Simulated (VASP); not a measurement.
# InSb in VASP 6.6.1, single-point calculation

INCAR

```
ISMEAR = -5
NBANDS = 16
NELM = 120
NSW = 0
LCHARG = .FALSE.
ISIF = 2
IBRION = -1
SIGMA = 0.05
LREAL = .FALSE.
EDIFF = 1E-7
PREC = High
LWAVE = .FALSE.
GGA = PE
LASPH = .TRUE.
ENCUT = 520
```

KPOINTS

```
KPOINTS created by Atomic Simulation Environment
0
Gamma
6 6 6
0 0 0
```

POSCAR

```
In Sb
 1.0000000000000000
     0.0000000000000000    3.2795130174999998    3.3778984081000001
     3.2795130174999998    0.0000000000000000    3.3778984081000001
     3.2795130174999998    3.2795130174999998    0.0000000000000000
 In  Sb
   1   1
Cartesian
  0.0000000000000000  0.0000000000000000  0.0000000000000000
  1.6397565087499999  1.6397565087499999  1.6889492040500000
```

The recommended PBE PAW datasets give the neutral cell 18 valence electrons.

Command

```
mpirun -np 1 vasp_std
```

Task: How does this run end, and what does it give?

Result: It converged. Results: gap between bands v and c on the k mesh 0.00 eV; least direct gap on the k mesh 0.00 eV; pressure 0.2 GPa. Band v is the last that the valence electrons fill when counted band by band, and c is the next.

OSZICAR

```
N       E                     dE             d eps       ncg     rms          rms(c)
DAV:   1     0.111019144724E+03    0.11102E+03   -0.78305E+03   960   0.111E+03
DAV:   2    -0.376295544468E-01   -0.11106E+03   -0.10815E+03  1096   0.269E+02
DAV:   3    -0.682492572880E+01   -0.67873E+01   -0.67684E+01  1208   0.699E+01
DAV:   4    -0.701717413828E+01   -0.19225E+00   -0.19220E+00  1208   0.139E+01
DAV:   5    -0.702917107074E+01   -0.11997E-01   -0.11997E-01  1448   0.281E+00    0.375E+00
DAV:   6    -0.693712559516E+01    0.92045E-01   -0.15271E-01  1384   0.564E+00    0.218E+00
DAV:   7    -0.692650167254E+01    0.10624E-01   -0.63132E-02  1296   0.221E+00    0.591E-01
DAV:   8    -0.692774883635E+01   -0.12472E-02   -0.72795E-03  1240   0.943E-01    0.220E-01
DAV:   9    -0.692845782156E+01   -0.70899E-03   -0.98466E-04  1192   0.268E-01    0.743E-02
DAV:  10    -0.692850462307E+01   -0.46802E-04   -0.49668E-05  1312   0.456E-02    0.358E-02
DAV:  11    -0.692855124465E+01   -0.46622E-04   -0.86359E-05  1184   0.551E-02    0.249E-02
DAV:  12    -0.692855259979E+01   -0.13551E-05   -0.14811E-06  1208   0.748E-03    0.742E-03
DAV:  13    -0.692855347789E+01   -0.87809E-06   -0.15642E-06  1216   0.613E-03    0.438E-03
DAV:  14    -0.692855313545E+01    0.34243E-06   -0.85631E-08  1024   0.251E-03    0.126E-03
DAV:  15    -0.692855314084E+01   -0.53910E-08   -0.18763E-08   904   0.965E-04
   1 F= -.69285531E+01 E0= -.69285531E+01  d E =0.000000E+00
```

For comparison, a separate PBE run of the intended cell, on usual settings and not on those above, gives a gap of 0.00 eV on its mesh and a pressure of 0.2 GPa.
